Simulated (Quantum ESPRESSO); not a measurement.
## Sb under changes of volume

One of the cells (32.896 Å³/atom); the others are scaled copies at fixed shape and fractional positions:

```
Sb
1.0
    -4.03001    4.03001    2.02549
     4.03001   -4.03001    2.02549
     4.03001    4.03001   -2.02549
Sb
4
Direct
  0.65126 0.15126 0.80253
  0.15126 0.34874 0.50000
  0.34874 0.84874 0.19747
  0.84874 0.65126 0.50000
```

This isn't the form of Sb at room conditions, which is rhombohedral.

* Program: Quantum ESPRESSO 7.5
* Functional: LDA
* Potentials or basis: GBRV 1.5 LDA
* Cutoff: 612 eV
* Density cutoff: 4898 eV
* k mesh: 7 × 7 × 7
* Occupations: fermi-dirac, width 0.05 eV
* Spin: no spin polarisation

| volume (Å³/atom) | energy over the lowest point (meV/atom) | pressure (GPa) |
| --- | --- | --- |
| 30.922 | 4.33 | 1.5 |
| 31.580 | 0.00 | 0.2 |
| 32.238 | 0.64 | -0.9 |
| 32.896 | 5.64 | -1.9 |
| 33.554 | 14.58 | -2.8 |
| 34.212 | ? | ? |
| 34.870 | 42.48 | -4.3 |

Task: What does the run at 34.212 Å³/atom give?

Result: Energy over the lowest point 26.98 meV/atom; pressure -3.6 GPa.

Worked out: A Birch-Murnaghan fit of order 3 (a polynomial in V^(-2/3)) to the other rows has its minimum at 31.82 Å³/atom with B0 = V·E''(V) = 56 GPa and B' = 4.7 at fixed shape and positions, which overstates the stiffness. It gives 26.98 meV/atom at 34.212 Å³/atom, against the run's 26.98, and -dE/dV = -3.4 GPa, against -3.6.

Energies are extrapolated to zero smearing.
